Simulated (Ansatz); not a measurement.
Write the native input for Ansatz 0.2.0 that does the following.

```
Task                : single point
Functional          : PBE
Potentials or basis : all-electron LAPW, scalar-relativistic
Cutoff              : 249 eV (chosen from the basis error)
Basis error allowed : 0.001 eV/atom
k mesh              : 12 × 12 × 12
Occupations         : gaussian, width 0.027 eV
Spin                : no spin polarisation
```

The system is Mo.

```
Mo
1.0
    -1.58381    1.58381    1.58381
     1.58381   -1.58381    1.58381
     1.58381    1.58381   -1.58381
Mo
1
Direct
  0.00000 0.00000 0.00000
```

The input as run:

input.yaml

```yaml
crystal:
  lattice:
    - [-1.5838089719, 1.5838089719, 1.5838089719]
    - [1.5838089719, -1.5838089719, 1.5838089719]
    - [1.5838089719, 1.5838089719, -1.5838089719]
  atoms:
    - { symbol: Mo, position: [0.0, 0.0, 0.0] }
kpoints:
  mp_grid: { grid: [12, 12, 12] }
scf:
  occupations: { method: gaussian, width: 0.027 }
hamiltonian:
  xc: pbe
  pseudopotentials: { kind: all_electron, lapw: { basis_error: 0.001 } }
output:
  forces: true
  stress: true
  eigenvalues: true
```

Potentials or basis: all-electron LAPW, scalar-relativistic.

Command:

```console
$ ansatz run input.yaml --threads 1 --pin off --max-ram 3072MiB --backend cpu --events-out ev --progress --plain --runs-dir out
```

Results of the run:

```
Pressure               : -1.9 GPa
Band gap on the k mesh : none (metal or under the smearing width)
```

It took 4.4 s on 1 thread of Arm Neoverse V2, on a shared host, peak memory 0.26 GiB.
